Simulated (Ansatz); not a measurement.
AlN (rocksalt), relaxed with r2SCAN in Ansatz 0.2.0: the symmetry is Fm-3m (No. 225, cubic); a = 4.038 Å in the conventional setting, 8.23 Å³ an atom. Al is surrounded by 6 N at 2.02 Å; N is surrounded by 6 Al at 2.02 Å. It was then strained (epitaxial in the plane normal to [111]), atoms relaxed again within the symmetry left. Unstrained, HSE06 gives 6.083 eV (Γ → X, 8×8×8 mesh), and the band edges keep their places in every row. The normal direction was relaxed to zero stress. Only one sign of strain is shown, since it lowers the symmetry, and equivalent edge states can then move with another slope on the other side. Stress is positive in compression. No spin polarisation. The prototype was imposed, so other structures may be more stable.

Axes as in this cell:
```yaml
crystal:
  lattice:
    - [0.00000, 2.01887, 2.01887]
    - [2.01887, 0.00000, 2.01887]
    - [2.01887, 2.01887, 0.00000]
  atoms:
    - { symbol: Al, position: [0.00000, 0.00000, 0.00000] }
    - { symbol: N, position: [0.50000, 0.50000, 0.50000] }
```

| strain (%) | ε | ΔE_g, HSE06 (eV) | Δin-plane stress (σ_xx − σ_xy), r2SCAN (GPa) |
| --- | --- | --- | --- |
| +0.37 | +0.0037 | -0.116 | -2.81 |
| +1.0 | +0.0100 | -0.322 | -7.38 |
| +2.0 | +0.0200 | -0.651 | -14.14 |
| +4.0 | +0.0400 | -1.289 | -25.96 |

Problem. Fit ΔE_g = a x + b x² to these rows by least squares, with x = ε.

Solution. The normal equations take Σx² = 2.114e-03, Σx³ = 7.305e-05, Σx⁴ = 2.730e-06, ΣxΔE = -6.823e-02 and Σx²ΔE = -2.357e-03, and give a = -32.53 eV, b = +7.1 eV; the largest residual is 0.004 eV.

Problem. Fit the change of in-plane stress (σ_xx − σ_xy) in the same way.

Solution. Δin-plane stress (σ_xx − σ_xy) = -766.3 x + (2935) x² GPa. The slope, 766 GPa, is the biaxial modulus of the film.

Problem. Predict the withheld row at +3.0 % (x = +0.0300).

Solution. ΔE_g ≈ -32.53 × (+0.0300) + (7.1) × (+0.0300)² = -0.970 eV, and Δin-plane stress (σ_xx − σ_xy) ≈ -20.35 GPa. The runs give -0.975 eV and -20.32 GPa, off by -0.005 eV and +0.03 GPa.
